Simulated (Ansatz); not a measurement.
Wanted: the native input for an Ansatz 0.2.0 run.

| Quantity | Value |
| --- | --- |
| Task | single point |
| Functional | PBE |
| Potentials or basis | Ansatz PAW |
| Cutoff | 420 eV (not typed: the program's choice for these potentials) |
| k mesh | 8 × 8 × 8 |
| Occupations | gaussian, width 0.023 eV |
| Spin | no spin polarisation |

The system is CdSe.

```
Cd Se
1.0
     0.00000    3.07027    3.07027
     3.07027    0.00000    3.07027
     3.07027    3.07027    0.00000
Cd Se
1 1
Direct
  0.00000 0.00000 0.00000
  0.25000 0.25000 0.25000
```

Measurements of this composition are mostly on another form, of space group No. 186.

The input as run:

input.yaml

```yaml
crystal:
  lattice:
    - [0.0, 3.0702711986, 3.0702711986]
    - [3.0702711986, 0.0, 3.0702711986]
    - [3.0702711986, 3.0702711986, 0.0]
  atoms:
    - { symbol: Cd, position: [0.0, 0.0, 0.0] }
    - { symbol: Se, position: [0.25, 0.25, 0.25] }
hamiltonian:
  xc: pbe
  pseudopotentials: { kind: paw }
kpoints:
  mp_grid: { grid: [8, 8, 8] }
scf:
  occupations: { method: gaussian, width: 0.023 }
output:
  forces: true
  stress: true
  eigenvalues: true
  write_density: true
  write_potential: true
  elf: true
  volumetric_format: npy
```

Potentials or basis: Ansatz PAW.

Command:

```console
$ ansatz run input.yaml --threads 2 --pin off --max-ram 5632MiB --backend cpu --events-out ev --progress --plain --runs-dir out
```

Results of the run:

* Pressure: 1.3 GPa
* Band gap on the k mesh: 0.55 eV, direct

Wall time 7.7 s on 2 threads of Intel(R) Xeon(R) Processor @ 2.50GHz (Skylake/Cascade Lake), with other jobs on the host, peak memory 0.38 GiB.
